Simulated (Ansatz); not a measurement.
**ZnF2: one crystal by all-electron and frozen-core methods**

Aim: solve ZnF2 at one geometry with LAPW, all electrons, frozen-core PAW and all-electron PAW on datasets made for the crystal, and see where they agree.

Program: Ansatz 0.2.0. Level of theory: DFT PBE, scalar-relativistic. These are calculated values, not measurements.

## (1) Starting point

The structure is tetragonal, space group P4_2/mnm (No. 136). Conventional cell: a = 4.704 Å, b = 4.704 Å, c = 3.134 Å, α = 90.00°, β = 90.00°, γ = 90.00°. Zn (site symmetry mmm) is surrounded by 6 F at 2.02 to 2.04 Å. Around F (site symmetry m2m) lie 3 Zn at 2.02 to 2.04 Å.

Coordinates:

```
Zn F
1.0
     4.70380    0.00000    0.00000
     0.00000    4.70380    0.00000
     0.00000    0.00000    3.13360
Zn F
2 4
Direct
  0.00000 0.00000 0.00000
  0.50000 0.50000 0.50000
  0.30350 0.30350 0.00000
  0.19650 0.80350 0.50000
  0.69650 0.69650 0.00000
  0.80350 0.19650 0.50000
```

The cell comes from a crystallographic database entry that wasn't checked; take it as a given geometry, which may be far from equilibrium.

Atoms are numbered in the order of the input: Zn1, Zn2, F3, F4, F5, F6.

## (2) LAPW, all electrons

input.yaml

```yaml
crystal:
  lattice:
    - [4.7038, 0.0, 0.0]
    - [0.0, 4.7038, 0.0]
    - [0.0, 0.0, 3.1336]
  atoms:
    - { symbol: Zn, position: [0.0, 0.0, 0.0] }
    - { symbol: Zn, position: [0.5, 0.5, 0.5] }
    - { symbol: F, position: [0.3035, 0.3035, 0.0] }
    - { symbol: F, position: [0.1965, 0.8035, 0.5] }
    - { symbol: F, position: [0.6965, 0.6965, 0.0] }
    - { symbol: F, position: [0.8035, 0.1965, 0.5] }
kpoints:
  mp_grid: { grid: [4, 4, 6] }
  band_path:
    path:
      - [0.0, 0.0, 0.0]
      - [0.0, 0.5, 0.0]
      - [0.5, 0.5, 0.0]
      - [0.0, 0.0, 0.0]
      - [0.0, 0.0, 0.5]
      - [0.0, 0.5, 0.5]
      - [0.5, 0.5, 0.5]
      - [0.0, 0.0, 0.5]
      - [0.0, 0.5, 0.0]
    npoints: 8
scf:
  occupations: { method: fermi_dirac, width: 0.01 }
hamiltonian:
  xc: pbe
  pseudopotentials: { kind: all_electron, lapw: { basis_error: 0.0005 } }
output:
  forces: true
  stress: true
  eigenvalues: true
  populations: true
  dos: { projected: true, de: 0.2, e_range: [-14, 8] }
```

## (3) Frozen-core PAW

Edit input.yaml of step 2 so:

```diff
@@ -30,3 +30,3 @@
   xc: pbe
-  pseudopotentials: { kind: all_electron, lapw: { basis_error: 0.0005 } }
+  pseudopotentials: { kind: paw }
 output:
@@ -35,3 +35,5 @@
   eigenvalues: true
+  efg: { contact_densities: true }
   populations: true
+  bader: true
   dos: { projected: true, de: 0.2, e_range: [-14, 8] }
```

## (4) All-electron PAW on datasets made for the crystal

Edit input.yaml of step 3 so:

```diff
@@ -30,3 +30,3 @@
   xc: pbe
-  pseudopotentials: { kind: paw }
+  pseudopotentials: { kind: all_electron, datasets: crystal }
 output:
@@ -36,4 +36 @@
   efg: { contact_densities: true }
-  populations: true
-  bader: true
-  dos: { projected: true, de: 0.2, e_range: [-14, 8] }
```

(Steps that only read results are left out.)

Q: Predict the outcome of this session. Wanted: pressure; gap; largest force; Bader charges.

As calculated:

| quantity | value |
| --- | --- |
| pressure | LAPW 5.96, PAW 6.06, crystal datasets 5.96 GPa |
| gap (LAPW) | 3.61 eV, direct at Γ |
| largest force | LAPW 0.042, PAW 0.043, crystal datasets 0.042 eV/Å |
| Bader charges (PAW) | Zn1 +1.48, F3 -0.74 e |

In words: The pressure of 6.0 GPa pushes the cell to expand, with the atoms held in place. A gap opens: 3.61 eV, direct at Γ. It is the Kohn-Sham gap of a semilocal functional, which mostly lies below the gap found in experiment. The top eV of the valence band is mostly F 2p (60 % of the projected weight). The projection holds only the free atom's occupied shells (Zn 4s, Zn 3d, F 2p in this range). The field gradient at F3, the largest by crystal datasets, is -8.96 by PAW and -8.87 by crystal datasets (10²¹ V/m²), within 5 %. PAW lies +0.10 GPa from LAPW in pressure and -0.02 eV in the gap. The forces differ by at most 1 meV/Å in a component, on a largest force of 0.042 eV/Å. LAPW took about 2.3 times as long as PAW (50 s against 22 s, on a shared host and with the outputs that each input asks for).
